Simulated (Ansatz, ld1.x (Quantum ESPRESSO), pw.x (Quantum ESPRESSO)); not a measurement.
From atom to crystal: PAW potential for chromium (Cr)

- Element: Cr
- Generator: ld1.x (Quantum ESPRESSO) 7.5
- Type: PAW
- Functional: PBE
- Relativity: scalar-relativistic
- Frozen core: [Ne]
- Valence charge: 14
- Reference configuration: 3s2 3p6 3d3 4s0 4p0 (charge +3)
- Partial waves: 3s (bound): rcut 1.20, rcutus 1.60 bohr; 4s (bound, empty): rcut 1.20, rcutus 1.60 bohr; 3p (bound): rcut 1.25, rcutus 1.65 bohr; 4p (bound, empty): rcut 1.25, rcutus 1.65 bohr; 3d (bound): rcut 1.50, rcutus 1.90 bohr; 3d channel at -1.85 Ry: rcut 1.50, rcutus 1.90 bohr
- Local potential: all-electron potential smoothed inside 1.50 bohr (lloc = -1)
- Core correction: none
- Augmentation charge: BESSEL, radius 1.15 bohr

Atomic tests: cutoffs needed: 35 Ry and 55 Ry (the cutoffs (Ry, on a coarse ladder) from which the occupation-weighted sum of valence levels, in a spherical-Bessel basis at the reference potential, stays within 10 and 1 mRy of its value at 400 Ry); ghost test: no extra level below or beside the all-electron valence levels (s, p, d, f tested) (spherical-Bessel basis up to 400 Ry, 20 bohr box); configuration tests: test run stopped at test 5 of 7 (negative rho), 1 before it not solved.

Crystal test: fcc Cr in pw.x 7.5, no spin, 15³ k-points, Fermi–Dirac smearing 0.01 Ry, cutoffs 70/560 Ry. The lattice is a test structure that the element need not adopt, and mesh and smearing are coarse. Spin polarisation and strong correlation are left out, which matters for this element.

pw.x input:

```
&control
  calculation='scf', prefix='x', pseudo_dir='./', outdir='./tmp', tstress=.true., disk_io='low'
/
&system
  ibrav=0, nat=1, ntyp=1, ecutwfc=70, ecutrho=560, nbnd=15,
  occupations='smearing', smearing='fd', degauss=0.01
/
&electrons
  conv_thr=1e-09, mixing_beta=0.4, electron_maxstep=70
/
ATOMIC_SPECIES
Cr 1.0 Cr.UPF
CELL_PARAMETERS angstrom
  0.00000000 1.81444144 1.81444144
  1.81444144 0.00000000 1.81444144
  1.81444144 1.81444144 0.00000000
ATOMIC_POSITIONS crystal
Cr 0.0000 0.0000 0.0000
K_POINTS automatic
15 15 15 0 0 0
```

```bash
pw.x < Cr.scf.in > Cr.scf.out
```

How does the run end?

It converges; the pressure is -6.87 GPa against -0.53 GPa from all-electron LAPW. This is a poor potential for the solid. Atomic configuration tests: test run stopped at test 5 of 7 (negative rho), 1 before it not solved. The log shows:

```
     charge density cutoff     =     560.0000  Ry
     scf convergence threshold =      1.0E-09
     Exchange-correlation= SLA  PW   PBX  PBC
     number of k points=   120  Fermi-Dirac smearing, width (Ry)=  0.0100
     iteration #  1     ecut=    70.00 Ry     beta= 0.40
     total energy              =    -246.09048153 Ry
     estimated scf accuracy    <      18.59343060 Ry
     iteration #  2     ecut=    70.00 Ry     beta= 0.40
     total energy              =    -247.66373231 Ry
     estimated scf accuracy    <       0.67641283 Ry
     iteration #  3     ecut=    70.00 Ry     beta= 0.40
     total energy              =    -247.94760977 Ry
     estimated scf accuracy    <       0.46833080 Ry
     iteration #  4     ecut=    70.00 Ry     beta= 0.40
     total energy              =    -248.07883862 Ry
     estimated scf accuracy    <       0.03629174 Ry
     [... 12 iterations left out ...]
     iteration # 17     ecut=    70.00 Ry     beta= 0.40
     total energy              =    -248.22084690 Ry
     estimated scf accuracy    <          5.9E-09 Ry
     iteration # 18     ecut=    70.00 Ry     beta= 0.40
     total energy              =    -248.22084688 Ry
     estimated scf accuracy    <          7.6E-09 Ry
     iteration # 19     ecut=    70.00 Ry     beta= 0.40
     total energy              =    -248.22084689 Ry
     estimated scf accuracy    <          9.4E-09 Ry
     iteration # 20     ecut=    70.00 Ry     beta= 0.40
     the Fermi energy is    17.6114 ev
!    total energy              =    -248.22084690 Ry
     estimated scf accuracy    <          9.3E-10 Ry
     smearing contrib. (-TS)   =      -0.00778121 Ry
     The total energy is F=E-TS. E is the sum of the following terms:
     one-electron contribution =     -56.84120859 Ry
     hartree contribution      =      46.82032986 Ry
     xc contribution           =     -21.12885722 Ry
     ewald contribution        =    -131.04200454 Ry
     one-center paw contrib.   =     -86.02132519 Ry
     convergence has been achieved in  20 iterations
          total   stress  (Ry/bohr**3)                   (kbar)     P=      -68.69
```
